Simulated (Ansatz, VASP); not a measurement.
## Two plane-wave programs on PbS

```
CELL_PARAMETERS angstrom
4.08970 0.00000 0.00000
-2.04485 3.54178 0.00000
0.00000 0.00000 3.78817
ATOMIC_POSITIONS crystal
Pb 0.00000 0.00000 0.00000
S 0.66667 0.33333 0.50000
```

Measurements of this composition are mostly on another form, of space group No. 225.

Alike in both runs: task single point; functional LDA; k mesh 5 × 5 × 5; no spin polarisation.

|  | VASP | Ansatz |
| --- | --- | --- |
| version | VASP 6.6.1 | Ansatz 0.2.0 |
| potentials or method | VASP PAW LDA potentials, release 64 (Pb_d, S) | plane waves, PAW |
| plane-wave cutoff (eV) | 520 | 420 |
| occupations | gaussian, width 0.01 eV | fixed |
| valence electrons in the cell | 20 | 20 |

Ansatz gave:

- gap on the k mesh at the Fermi level (eV): 0.88

What did VASP give for the same quantities?

gap on the k mesh at the Fermi level (eV): 0.87.

Caveats: spin-orbit coupling is left out, which as a rule narrows the gap of such compounds by several tenths of an eV; an odd mesh through Γ misses points on the zone boundary, where band edges often lie.
